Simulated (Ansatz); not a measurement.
Na:

```
Na
1.0
    -2.14100    2.14100    2.14100
     2.14100   -2.14100    2.14100
     2.14100    2.14100   -2.14100
Na
1
Direct
  0.00000 0.00000 0.00000
```

```yaml
Program: Ansatz 0.2.0
Task: relaxation of cell and atoms
Functional: LDA
Potentials_or_basis: Ansatz PAW earlier set
Cutoff: 700 eV
Density_cutoff: 3500 eV
k_mesh: 6 × 6 × 6
Occupations: fermi-dirac, width 0.15 eV
Spin: no spin polarisation
```

At the start: pressure -1.0 GPa; volume 39.26 Å³/atom.

Task: Where does the relaxation end?

Result: Over 4 steps the energy falls by 19.5 meV/atom and the volume is 33.89 Å³/atom (-13.7 %); space group Im-3m (No. 229, to 0.05 Å).

Step by step:
```
step  energy change (eV)  largest force (eV/Å)  pressure (GPa)  volume (Å³)
   1              0.0000                0.0000           -1.01        39.26
   2             -0.0025                0.0000           -0.96        38.84
   3             -0.0189                0.0000            0.24        32.88
   4             -0.0195                0.0000           -0.04        33.89
```

Final structure:
```xyz
1
Lattice="-2.0385 2.0385 2.0385 2.0385 -2.0385 2.0385 2.0385 2.0385 -2.0385" Properties=species:S:1:pos:R:3 pbc="T T T"
Na    0.0000    0.0000    0.0000
```

Caveat: the volume moved by -14 % from the deposited cell, more than functionals usually miss; the thresholds are loose for stress.
